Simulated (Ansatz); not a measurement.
The reference is LaAlO3 (space group R-3c, No. 167).

```xyz
10
Lattice="2.7066 1.5626 4.3978 -2.7066 1.5626 4.3978 0.0000 -3.1253 4.3978" Properties=species:S:1:pos:R:3 pbc="T T T"
La     0.0000     0.0000     3.2984
La     0.0000     0.0000     9.8951
Al     0.0000     0.0000     0.0000
Al     0.0000     0.0000     6.5967
O      0.2106     1.5626     7.6962
O     -1.4586    -0.5990     7.6962
O      1.2480    -0.9637     7.6962
O     -0.2106    -1.5626     5.4973
O      1.4586     0.5990     5.4973
O     -1.2480     0.9637     5.4973
```

Cartesian axes are those of the cell as printed.

Level of theory: PBE (Ansatz, a first-principles code), spin-orbit coupling left out.

Strains are applied to the cell and any free atomic positions relax; under biaxial strain the out-of-plane vector relaxes too.

One change was made to it. Results:

```
quantity                base    after
-------------------  -------  -------
smallest direct gap  4.08 eV  3.97 eV
band gap             4.02 eV  3.92 eV
```

Question: What was done to the base?
A. isotropic strain +3.64 %
B. biaxial strain −1.61 %, plane normal [001], relaxed out of plane
C. biaxial strain −0.63 %, plane normal [001], relaxed out of plane

Answer: B, biaxial strain −1.61 %, plane normal [001], relaxed out of plane. For comparison, the band gap in the other runs: isotropic strain +3.64 % gives 4.07 eV; biaxial strain −0.63 %, plane normal [001], relaxed out of plane gives 3.99 eV.

No phonon test of stability was made.
